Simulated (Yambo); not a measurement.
**BeS in Yambo: convergence with bands in self energy**

The system is BeS.

```xyz
2
Lattice="0.0000 2.4250 2.4250 2.4250 0.0000 2.4250 2.4250 2.4250 0.0000" Properties=species:S:1:pos:R:3 pbc="T T T"
S     3.6375    3.6375    3.6375
Be    0.0000    0.0000    0.0000
```

* Program: Yambo 5.3.0
* Task: G0W0 quasiparticle levels
* Functional: LDA
* Potentials or basis: PseudoDojo 0.4.1 SR LDA standard
* Cutoff: 1197 eV
* Density cutoff: 4789 eV
* k mesh: 6 × 6 × 6
* Occupations: fixed
* Spin: no spin polarisation
* k mesh of the self-consistent run: 10 × 10 × 10
* Form of the LDA: PW92
* Random integration of the Coulomb term: yes
* Direction of the field or of q to 0: x + y + z
* Broadening: 0.1 eV
* States corrected: Γ and the k points of the band edges
* Frequency dependence of W: plasmon pole
* Terminator of the band sum in the self-energy: none
* Quasiparticle equation: linearised (Newton)
* Imaginary frequency of the plasmon-pole fit: 27.2114 eV
* Bands in the response: 155
* Bands in the self-energy: 25
* Cutoff of the response matrix: 5 Ry
* Cutoff of exchange and Vxc: 88 Ry
* Bands corrected (first, last): [5, 7]

These are the settings of the first run; the series varies bands in self energy, with any setting tied to it.

```csv
bands in self energy,quasiparticle gap at the points computed (eV)
25,4.395
45,4.410
85,4.428
155,4.436
```

Against the tightest run, the quasiparticle gap at the points computed stays within 0.05 eV from 25 on. The tightest run that finished is the yardstick and may itself not be fully converged.

Caveat, for the tightest run too: this version prints the column dSc/dw multiplied by 27.2.
